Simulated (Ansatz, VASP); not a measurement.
## Sc in VASP and in Ansatz

INCAR

```
SYSTEM = Sc
PREC = Accurate
ENCUT = 520
EDIFF = 1E-7
ISMEAR = -1
SIGMA = 0.05
LREAL = .FALSE.
LASPH = .TRUE.
NELM = 100
ALGO = Normal
ISIF = 2
LWAVE = .FALSE.
LCHARG = .FALSE.
GGA = PE
NBANDS = 12
```

The input KPOINTS:

```
regular mesh
0
G
  12 12 12
  0 0 0
```

File POSCAR:

```
Sc
1.0
    2.9978570778      0.0000000000      0.0000000000
    0.0000000000      2.9978570778      0.0000000000
    0.0000000000      0.0000000000      2.9978570778
Sc
1
Direct
    0.0000000000      0.0000000000      0.0000000000
```

Input for Ansatz:

```yaml
crystal:
  lattice:
    - [2.9978570778, 0.0, 0.0]
    - [0.0, 2.9978570778, 0.0]
    - [0.0, 0.0, 2.9978570778]
  atoms:
    - { symbol: Sc, position: [0.0, 0.0, 0.0] }
kpoints:
  mp_grid: { grid: [12, 12, 12] }
scf:
  occupations: { method: fermi_dirac, width: 0.05 }
hamiltonian:
  xc: pbe
  pseudopotentials: { kind: all_electron, lapw: { basis_error: 0.0005 } }
output:
  forces: true
  stress: true
  eigenvalues: true
```

Change from the starting cell: volume scaled by 1.03.

Alike in both runs: task single point; functional PBE; k mesh 12 × 12 × 12; occupations fermi-dirac, width 0.05 eV; no spin polarisation.

|  | VASP | Ansatz |
| --- | --- | --- |
| version | VASP 6.6.1 | Ansatz 0.2.0 |
| potentials or method | VASP PAW PBE potentials, release 64 (Sc_sv) | all-electron LAPW, scalar-relativistic |
| plane-wave cutoff (eV) | 520 | see its input |

|  | VASP | Ansatz | Ansatz less VASP |
| --- | --- | --- | --- |
| pressure (GPa) | -0.9 | -1.0 | -0.02 |

Ansatz ran all-electron here, so the differences hold the error of VASP's frozen core and of both bases.
